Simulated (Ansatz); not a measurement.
An Ansatz run on BaHfO3 on the sites of tetragonal BaTiO3 (relaxed group Pm-3m) left the output below. The cell was relaxed beforehand with r2SCAN.

Structure:
```
Ba Hf O
1.0
     4.17705    0.00000    0.00000
     0.00000    4.17705    0.00000
     0.00000    0.00000    4.17706
Ba Hf O
1 1 3
Cartesian
  2.0885 2.0885 2.3893
  0.0000 0.0000 0.3007
  0.0000 2.0885 0.3007
  2.0885 0.0000 0.3007
  0.0000 0.0000 2.3893
```

Abridged output:
```
scf.n_extra_bands = 5 over 27 filled bands (N_el = 54.0): the run solves 32 bands
Warning: crystal.lattice, of which some number shows no typed digit to judge by, misses the space group found at crystal.symmetry.tolerance 1.0e-5 by more than rounding, which is why this is a warning […]
Pseudopotential: Ba, paw, valence charge 10, recommended cutoff 420 eV (normal)
Pseudopotential: Hf, paw, valence charge 26, recommended cutoff 420 eV (normal)
Pseudopotential: O, paw, valence charge 6, recommended cutoff 420 eV (normal)
Functional definition: PBE
Crystal: 5 atoms, lattice volume = 72.880 Å³
Basis set: ecut = 420 eV, 1365 PW (Γ)
Bands: 32, of which v1, the nominal top of the filled ones, is band 27 counted from 1 (26 counted from 0)
Symmetry: 48 space group operations
Space group: Pm-3m (ITA 221)
k-points: 20 of 216
preconditioner: auto → Resta (q_TF=auto, 2.595 Å⁻¹)  ε∞=4.5  [insulator: Δε(μ)=3.654 eV  σ=0.020 eV  ℏωp=31.4 eV]
SCF 1 converged in 6 iterations: F = -23382.413252 eV  dr2 = 3.64e-8
SCF converged after 6 iterations
Free energy (F): -23382.413252 eV
Fermi energy:    13.381371 eV
--- Per-component energies (eV) ---
  E_band       = -44.649118
  E_kinetic    = 1118.524949
  E_local      = -8013.880935
  E_nonlocal   = -1041.750897
  E_hartree    = 3650.188909
  E_xc         = -692.503702
  E_vxc        = -688.250803
  E_paw        = -12627.865548
  E_vpaw       = 1280.315684
  E_ewald      = -5775.133483
--- Forces (eV/Å), atoms counted from 1 ---
  atom   1  Ba      0.00000      0.00000      0.00000
  atom   2  Hf      0.00000      0.00000      0.00000
  atom   3  O       0.00000      0.00000      0.00000
  atom   4  O       0.00000      0.00000      0.00000
  atom   5  O       0.00000      0.00000      0.00000
--- Stress (GPa, compression-positive) ---
        3.384398       0.000000       0.000000
        0.000000       3.384398       0.000000
        0.000000       0.000000       3.384398
  P = ⅓ Tr σ = 3.3844 GPa (33.844 kbar)
--- Band table (eV; the first three rows and the last of 20) ---
  k-point 0: bands = […, 10.5887, 10.5887, 10.5887, 11.4326, 11.4326, 11.4326, 15.2049, 15.2049, 15.2049, 16.3310, …]
  k-point 1: bands = […, 10.3475, 10.3475, 10.4051, 10.7793, 11.3257, 11.3257, 15.3046, 15.8326, 15.8326, 16.7507, …]
  k-point 2: bands = […, 9.9781, 9.9781, 10.0414, 10.0852, 11.1789, 11.1789, 15.5344, 17.1310, 17.1310, 17.6288, …]
  k-point 19: bands = […, 9.0810, 9.0810, 9.0810, 11.5400, 11.5400, 11.5400, 17.6644, 17.6644, 17.6644, 19.3767, …]
```

**Question.** Reconstruct the input, leaving the band path aside.

**Answer.**
```yaml
crystal:
  # lattice and atoms as above
kpoints:
  mp_grid: { grid: [6, 6, 6] }
hamiltonian:
  xc: pbe
scf:
  occupations: { method: fermi_dirac, width: 0.02 }
  n_extra_bands: 5
output:
  forces: true
  stress: true
  eigenvalues: true
```
A single point prints forces and stress when the output block asks for them. Keys that only write grids to files are left aside. Not every key shows in the log; this is the file that was used.

Run as `ansatz run input.yaml --threads 2 --pin off --max-ram 29491MiB --backend cpu --events-out ev --progress --plain --runs-dir out`. It took 2.8 s on 2 threads of AMD EPYC 7R13 Processor (Zen 3), on a shared host; peak host memory 0.53 GiB.

Spin-unpolarised throughout. Whether this structure exists isn't addressed.

Spin-orbit coupling is left out, which matters wherever the heavy atoms make up the band edges.
